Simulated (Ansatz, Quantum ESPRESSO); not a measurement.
## Sb and the pressure, program beside program

The cell as given:

It takes space group I4/mmm (No. 139, tetragonal). The conventional cell has a = 3.153 Å, b = 3.153 Å, c = 5.424 Å, α = 90.00°, β = 90.00°, γ = 90.00°. Around Sb (site symmetry 4/mmm) lie 12 Sb at 3.15 to 3.51 Å.

This isn't the form of Sb at room conditions, which is rhombohedral.

Kept alike: task relaxation of cell and atoms; functional PBEsol; k mesh 12 × 12 × 12; occupations fermi-dirac, width 0.05 eV; no spin polarisation. The mesh is that of the run's cell of 1 atom. No spin-orbit coupling.

- A: Ansatz, all-electron LAPW, scalar-relativistic
- B: Quantum ESPRESSO, GBRV 1.5 PBEsol, cutoff 707 eV

| pressure (GPa) | A: volume (Å³/atom) | B: volume (Å³/atom) |
| --- | --- | --- |
| 0 | 26.321 | 26.352 |
| 5 | 24.695 | 24.734 |
| 10 | 23.474 | 23.520 |

Values hold for each row's relaxed cell, which stops near the pressure aimed at. The runs follow the start's structure, whether or not it is the stable one at these pressures.

**Question.** How large is the effect of the pressure, and do the programs agree on it?

**Answer.** From 0 to 10 GPa the volume moves by -2.847 in A, -2.832 in B (Å³/atom). Row by row the programs differ by 0.031 to 0.046, and over this span the shifts, as printed, agree within 1 %.
